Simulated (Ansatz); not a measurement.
Pressure coefficients of ZnS

```cif
data_structure
_symmetry_space_group_name_H-M 'F-43m'
_symmetry_Int_Tables_number 216
_cell_length_a 5.4093
_cell_length_b 5.4093
_cell_length_c 5.4093
_cell_angle_alpha 90.000
_cell_angle_beta 90.000
_cell_angle_gamma 90.000
_cell_volume 158.28
loop_
_atom_site_label
_atom_site_type_symbol
_atom_site_symmetry_multiplicity
_atom_site_Wyckoff_symbol
_atom_site_fract_x
_atom_site_fract_y
_atom_site_fract_z
_atom_site_occupancy
Zn1 Zn 4 a 0.00000 0.00000 0.00000 1
S1 S 4 c 0.25000 0.25000 0.25000 1
```

The runs use the primitive cell with vectors (0.000, 2.705, 2.705), (2.705, 0.000, 2.705), (2.705, 2.705, 0.000) Å, to which the k mesh refers.

It takes space group F-43m (No. 216, cubic). Conventional cell: a = 5.409 Å, b = 5.409 Å, c = 5.409 Å, α = 90.00°, β = 90.00°, γ = 90.00°. Around Zn (site symmetry -43m) lie 4 S at 2.34 Å. S (site symmetry -43m) is surrounded by 4 Zn at 2.34 Å.

The cell is COD entry 9000107, as deposited and not checked against the literature; nothing was relaxed.

Method: DFT, PBE, all-electron LAPW, scalar-relativistic in Ansatz 0.2.0.

Sampling and basis: a Γ-centred 8×8×8 k mesh, Fermi–Dirac smearing of 0.01 eV, basis error target 0.25 meV/atom, no spin polarisation.

The cell is scaled evenly with fractional coordinates held. Semilocal gaps are too small, but their slopes carry over better.

```tsv
V/V(cell)	P (GPa)	gap on the k mesh (eV)
0.9400	6.73	2.372
0.9500	5.71	2.325
0.9600	4.75	2.278
0.9750	3.40	2.210
0.9800	2.98	2.188
0.9900	2.16	2.143
1.0000	1.39	2.100
1.0100	0.65	2.057
1.0200	-0.05	2.014
1.0250	-0.38	1.993
1.0400	-1.33	1.931
1.0500	-1.93	1.891
```

Task: From the rows at 0.9900 and 1.0100, what is the bulk modulus at the cell's volume?

Result: B = −ΔP/Δln V = −[(0.65) − (2.16)]/0.02000 = 75.5 GPa.

Task: What are the gap's volume deformation potential and pressure coefficient?

Result: dEg/dln V = (2.057 − 2.143)/0.02000 = -4.30 eV, and dEg/dP = −(dEg/dln V)/B = 57 meV/GPa: pressure widens the gap.

Task: Predict the row at V/V(cell) = 1.0600. How far is a linear estimate of P off?

Result: P = -2.49 GPa, gap 1.851 eV. The linear estimate P(cell) − B ln(V/V(cell)) = -3.01 GPa misses by 0.52 GPa, since the modulus falls on expansion.
